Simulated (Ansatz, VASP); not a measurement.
Cu: VASP beside Ansatz

The input INCAR:

```
SYSTEM = Cu
  ALGO = Fast
  EDIFF = 1E-6
  EDIFFG = -0.05
  ENCUT = 600
  IBRION = 2
  ISIF = 3
  ISMEAR = 0
  LASPH = .True.
  LCHARG = .False.
  LREAL = .False.
  LWAVE = .False.
  NELM = 80
  NSW = 100
  PREC = Accurate
  SIGMA = 0.1
```

KPOINTS

```
k-points
0
Gamma
  10 10 10
  0 0 0
```

File POSCAR:

```
Cu
1.0
    0.0000000000      1.8075000000      1.8075000000
    1.8075000000      0.0000000000      1.8075000000
    1.8075000000      1.8075000000      0.0000000000
Cu
1
Direct
    0.0000000000      0.0000000000      0.0000000000
```

Input for Ansatz:

```yaml
crystal:
  lattice:
    - [0.0, 1.8075, 1.8075]
    - [1.8075, 0.0, 1.8075]
    - [1.8075, 1.8075, 0.0]
  atoms:
    - { symbol: Cu, position: [0.0, 0.0, 0.0] }
basis:
  ecutwfc: 420
kpoints:
  mp_grid: { grid: [10, 10, 10] }
hamiltonian:
  xc: lda
scf:
  occupations: { method: gaussian, width: 0.1 }
output:
  forces: true
  stress: true
  eigenvalues: true
relax:
  adjacent_minimum: "off"
  f_tol: 0.05
  max_steps: 80
  cell: { stress_tol: 0.5 }
```

Alike in both runs: task relaxation of cell and atoms; functional LDA; k mesh 10 × 10 × 10; occupations gaussian, width 0.1 eV; no spin polarisation.

|  | VASP | Ansatz |
| --- | --- | --- |
| version | VASP 6.6.1 | Ansatz 0.2.0 |
| potentials or method | VASP PAW LDA potentials, release 64 (Cu) | scalar-relativistic, plane waves, PAW |
| plane-wave cutoff (eV) | 600 | 420 |
| valence electrons in the cell | 11 | 19 |

Ansatz gave:

```
gap on the k mesh at the Fermi level, each at its own relaxed structure (eV) : none
relaxed volume (Å³/atom)                                                     : 10.89
relaxed cell length with the largest relative difference (Å)                 : 2.488
energy change over the relaxation (meV/atom)                                 : -39
```

Task: Which values does VASP return?

Result: gap on the k mesh at the Fermi level, each at its own relaxed structure (eV): none; relaxed volume (Å³/atom): 10.94; relaxed cell length with the largest relative difference (Å): 2.492; energy change over the relaxation (meV/atom): -34.

A gap of «none» marks a metal or a gap that the smearing closes. The two sets of potentials don't hold the same shells in valence.

 Zero-point motion and thermal expansion aren't in these numbers. LDA usually gives volumes a few per cent too small.
